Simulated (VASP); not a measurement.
Computed with SCAN meta-GGA, VASP's PBE PAW potentials (set 64) (plane waves; VASP).

VASP ran on this input.

KPOINTS:
```
Automatic mesh
0
Gamma
6 6 6
0 0 0
```

INCAR:
```
! general
SYSTEM =BaF2
PREC   =Accurate
ENCUT  =520
LREAL  =.FALSE.
LASPH  =.TRUE.

! electronic loop
EDIFF  =1E-7
NELM   =100
ALGO   =Normal
LMAXMIX=4
LMIXTAU=.TRUE.

! smearing
ISMEAR =0
SIGMA  =0.05

! functional
METAGGA=SCAN

! ions
ISIF   =2

! output
LWAVE  =.FALSE.
LCHARG =.FALSE.
```

File POSCAR:
```
BaF2
3.1048810
  0.0000000000   1.0000001338   1.0000001338
  1.0000001338   0.0000000000   1.0000001338
  1.0000001338   1.0000001338   0.0000000000
Ba F
1 2
Cartesian
  0.0000000000   0.0000000000   0.0000000000
  0.5000000669   0.5000000669   0.5000000669
  1.5000002006   1.5000002006   1.5000002006
```

POTCAR, in this order: Ba_sv F (PBE.64 set). Program: vasp_std.

What VASP printed:

OSZICAR:
```
       N       E                     dE             d eps       ncg     rms          rms(c)
DAV:   1     0.114821545905E+03    0.11482E+03   -0.13554E+04   512   0.143E+03
DAV:   2    -0.618827739605E+02   -0.17670E+03   -0.16990E+03   672   0.307E+02
DAV:   3    -0.680645499053E+02   -0.61818E+01   -0.61764E+01   648   0.660E+01
DAV:   4    -0.681400168690E+02   -0.75467E-01   -0.75460E-01   680   0.679E+00
DAV:   5    -0.681420999234E+02   -0.20831E-02   -0.20831E-02   696   0.737E-01    0.822E+00
DAV:   6    -0.595625622146E+02    0.85795E+01   -0.58035E+00   816   0.157E+01    0.369E+00
DAV:   7    -0.586743839487E+02    0.88818E+00   -0.26633E+00   632   0.178E+01    0.204E+00
DAV:   8    -0.600006907422E+02   -0.13263E+01   -0.11033E+00   544   0.114E+01    0.174E+00
DAV:   9    -0.582228019257E+02    0.17779E+01   -0.19547E+00   512   0.123E+01    0.243E+00
DAV:  10    -0.588405113719E+02   -0.61771E+00   -0.87548E-01   512   0.778E+00    0.497E-01
DAV:  11    -0.587868557241E+02    0.53656E-01   -0.22909E-02   512   0.157E+00    0.568E-01
DAV:  12    -0.589213015879E+02   -0.13445E+00   -0.54282E-02   512   0.210E+00    0.601E-02
DAV:  13    -0.589414617569E+02   -0.20160E-01   -0.99241E-03   512   0.136E+00    0.284E-02
DAV:  14    -0.589384608514E+02    0.30009E-02   -0.10027E-03   712   0.458E-01    0.439E-02
DAV:  15    -0.589407203088E+02   -0.22595E-02   -0.12140E-03   512   0.472E-01    0.134E-02
DAV:  16    -0.589418586322E+02   -0.11383E-02   -0.45289E-04   512   0.321E-01    0.103E-02
DAV:  17    -0.589418670712E+02   -0.84391E-05   -0.20390E-05   680   0.568E-02    0.109E-02
DAV:  18    -0.589419049873E+02   -0.37916E-04   -0.26261E-05   520   0.780E-02    0.935E-03
DAV:  19    -0.589419061632E+02   -0.11759E-05   -0.16813E-05   528   0.447E-02    0.211E-03
DAV:  20    -0.589419057572E+02    0.40600E-06   -0.18690E-06   552   0.192E-02    0.174E-03
DAV:  21    -0.589419072705E+02   -0.15133E-05   -0.43716E-07   584   0.722E-03    0.137E-03
DAV:  22    -0.589419080955E+02   -0.82493E-06   -0.25960E-07   512   0.791E-03    0.334E-04
DAV:  23    -0.589419079897E+02    0.10574E-06   -0.26615E-08   400   0.237E-03    0.208E-04
DAV:  24    -0.589419080272E+02   -0.37433E-07   -0.18024E-08   384   0.188E-03
   1 F= -.58941908E+02 E0= -.58941908E+02  d E =-.146181E-13
```

**OUTCAR**
```
------------------------ aborting loop because EDIFF is reached ----------------------------------------
  FORCE on cell =-STRESS in cart. coord.  units (eV):
  Direction    XX          YY          ZZ          XY          YZ          ZX
  --------------------------------------------------------------------------------------
  Total        0.0136886      0.0136886      0.0136886      0.0000000     -0.0000000      0.0000000
  in kB        0.3663561      0.3663561      0.3663561      0.0000000     -0.0000000      0.0000000
  external PRESSURE =       0.3663561 kB  Pullay stress =       0.0000000 kB
  volume of cell :       59.86
      direct lattice vectors                 reciprocal lattice vectors
     0.000000000  3.104881415  3.104881415    -0.161036746  0.161036746  0.161036746
     3.104881415  0.000000000  3.104881415     0.161036746 -0.161036746  0.161036746
     3.104881415  3.104881415  0.000000000     0.161036746  0.161036746 -0.161036746
 POSITION                                       TOTAL-FORCE (eV/Angst)
 -----------------------------------------------------------------------------------
      0.00000      0.00000      0.00000         0.000000      0.000000      0.000000
      1.55244      1.55244      1.55244        -0.000000     -0.000000     -0.000000
      4.65732      4.65732      4.65732        -0.000000      0.000000     -0.000000
 -----------------------------------------------------------------------------------
    total drift:                                0.000000      0.000000      0.000000
  FREE ENERGIE OF THE ION-ELECTRON SYSTEM (eV)
  ---------------------------------------------------
  free  energy   TOTEN  =       -58.9419080272 eV

  energy  without entropy=      -58.9419080272  energy(sigma->0) =      -58.94190803
```
(Selected blocks of OUTCAR.)

The compound is BaF2 in the fluorite structure. It was relaxed first.
